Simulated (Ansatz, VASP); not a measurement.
## PbSe: VASP beside Ansatz

Contents of INCAR:

```
ALGO = Fast
EDIFF = 1E-6
ENCUT = 520
GGA = PS
ISIF = 2
ISMEAR = 0
LASPH = True
LCHARG = False
LREAL = False
LWAVE = False
NBANDS = 17
NELM = 100
PREC = Accurate
SIGMA = 0.05
```

The input KPOINTS:

```
k-points
0
Gamma
  6 6 6
```

The input POSCAR:

```
PbSe
1.0
    3.6957871771      0.0000000000      0.0000000000
    0.0000000000      3.6957871771      0.0000000000
    0.0000000000      0.0000000000      3.6957871771
Pb Se
1 1
Direct
    0.0000000000      0.0000000000      0.0000000000
    0.5000000000      0.5000000000      0.5000000000
```

Input for Ansatz:

```yaml
crystal:
  lattice:
    - [3.6957871771, 0.0, 0.0]
    - [0.0, 3.6957871771, 0.0]
    - [0.0, 0.0, 3.6957871771]
  atoms:
    - { symbol: Pb, position: [0.0, 0.0, 0.0] }
    - { symbol: Se, position: [0.5, 0.5, 0.5] }
basis:
  ecutwfc: 420
kpoints:
  mp_grid: { grid: [6, 6, 6] }
hamiltonian:
  xc: pbesol
scf:
  occupations: { method: gaussian, width: 0.05 }
output:
  forces: true
  stress: true
  eigenvalues: true
```

Measurements of this composition are mostly on another form, of space group No. 225.

Alike in both runs: task single point; functional PBEsol; k mesh 6 × 6 × 6; occupations gaussian, width 0.05 eV; no spin polarisation.

|  | VASP | Ansatz |
| --- | --- | --- |
| version | VASP 6.6.1 | Ansatz 0.2.0 |
| potentials or method | VASP PAW PBE potentials, release 64 (Pb_d, Se) | scalar-relativistic, plane waves, PAW |
| plane-wave cutoff (eV) | 520 | 420 |
| valence electrons in the cell | 20 | 30 |

```tsv
	VASP	Ansatz	Ansatz less VASP
gap on the k mesh at the Fermi level (eV)	none	none	-
pressure (GPa)	0.3	0.3	0.00
```

A gap of «none» marks a metal or a gap that the smearing closes. The two sets of potentials don't hold the same shells in valence.

Caveats: the PAW data sets were made with another functional, which shifts forces and pressure a little (VASP). The runs have no spin-orbit coupling, so splittings on Pb are missing.
